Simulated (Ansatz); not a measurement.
# BaS: response to strain

BaS is deformed so: equal xy, yz and zx engineering shear strains of +1 %. What stress and forces result, by LAPW, PAW and all-electron datasets made for the crystal?

Computed with Ansatz 0.2.0 (DFT PBEsol, scalar-relativistic, unless a step's input says otherwise).

**1. The structure to begin with**

Symmetry: Fm-3m, No. 225, cubic system. The conventional cell has a = 6.388 Å, b = 6.388 Å, c = 6.388 Å, α = 90.00°, β = 90.00°, γ = 90.00°. Ba (site symmetry m-3m) is surrounded by 6 S at 3.19 Å. S (site symmetry m-3m) has 6 Ba at 3.19 Å as nearest neighbours.

Structure file:

```cif
data_structure
_symmetry_space_group_name_H-M 'Fm-3m'
_symmetry_Int_Tables_number 225
_cell_length_a 6.3875
_cell_length_b 6.3875
_cell_length_c 6.3875
_cell_angle_alpha 90.000
_cell_angle_beta 90.000
_cell_angle_gamma 90.000
_cell_volume 260.61
loop_
_atom_site_label
_atom_site_type_symbol
_atom_site_symmetry_multiplicity
_atom_site_Wyckoff_symbol
_atom_site_fract_x
_atom_site_fract_y
_atom_site_fract_z
_atom_site_occupancy
Ba1 Ba 4 a 0.00000 0.00000 0.00000 1
S1 S 4 b 0.50000 0.00000 0.00000 1
```

The file gives the conventional cell by its symmetry; the runs use the cell typed in the input.

Atoms are numbered in the order of the input: Ba1, S2.

**2. After the deformation**

Space group Fm-3m before, R-3m after.

**3. All-electron LAPW**

Input file input.yaml:

```yaml
crystal:
  lattice:
    - [0.0319375, 3.20971875, 3.20971875]
    - [3.20971875, 0.0319375, 3.20971875]
    - [3.20971875, 3.20971875, 0.0319375]
  atoms:
    - { symbol: Ba, position: [0.0, 0.0, 0.0] }
    - { symbol: S, position: [0.5, 0.5, 0.5] }
kpoints:
  mp_grid: { grid: [8, 8, 8] }
  band_path:
    path:
      - [0.0, 0.0, 0.0]
      - [0.5, 0.5, 0.5]
      - [0.247543133, 0.5, 0.752456867]
      - [-0.247543133, 0.247543133, 0.5]
      - [0.0, 0.0, 0.5]
      - [0.0, 0.0, 0.0]
      - [-0.3737715665, 0.0, 0.3737715665]
      - [0.0, 0.3737715665, 0.6262284335]
      - [0.0, 0.5, 0.5]
    npoints: 5
scf:
  occupations: { method: fermi_dirac, width: 0.02 }
hamiltonian:
  xc: pbesol
  pseudopotentials: { kind: all_electron, lapw: { basis_error: 0.00025 } }
output:
  forces: true
  stress: true
  eigenvalues: true
```

Command:

```
> ansatz run input.yaml --threads 1 --pin off --max-ram 3072MiB --backend cpu --events-out ev --progress --plain --runs-dir out
```

**4. Frozen-core PAW**

Input file input.yaml:

```yaml
crystal:
  lattice:
    - [0.0319375, 3.20971875, 3.20971875]
    - [3.20971875, 0.0319375, 3.20971875]
    - [3.20971875, 3.20971875, 0.0319375]
  atoms:
    - { symbol: Ba, position: [0.0, 0.0, 0.0] }
    - { symbol: S, position: [0.5, 0.5, 0.5] }
kpoints:
  mp_grid: { grid: [8, 8, 8] }
scf:
  occupations: { method: fermi_dirac, width: 0.02 }
hamiltonian:
  xc: pbesol
  pseudopotentials: { kind: paw }
output:
  forces: true
  stress: true
  eigenvalues: true
  efg: { contact_densities: true }
```

**5. All-electron PAW on datasets made for the crystal**

Edit input.yaml of step 4 so:

```diff
@@ -14,3 +14,3 @@
   xc: pbesol
-  pseudopotentials: { kind: paw }
+  pseudopotentials: { kind: all_electron, datasets: crystal }
 output:
```

(Steps that only read results are left out.)

Before running it: what results should come out? Wanted: pressure; largest shear or deviatoric stress.

As calculated:

| quantity | value |
| --- | --- |
| pressure | LAPW -1.15, PAW -1.15, crystal datasets -1.15 GPa |
| largest shear or deviatoric stress (LAPW) | 0.19 GPa |

What this shows: The largest part of the stress beyond the pressure is 0.19 GPa in size; the atoms are carried along and not relaxed. No run of the undeformed cell stands beside it, so the pressure holds what the given cell had before the change. PAW: stress within 0.01 GPa of LAPW. Crystal datasets: stress within 0.01 GPa of LAPW. Spin-orbit coupling is left out, though the cell holds Ba; in elements this heavy it can shift bands and gaps by tenths of an eV.

These are semilocal Kohn-Sham gaps, which aren't the measured quantity. Such gaps usually fall short of the measured ones.
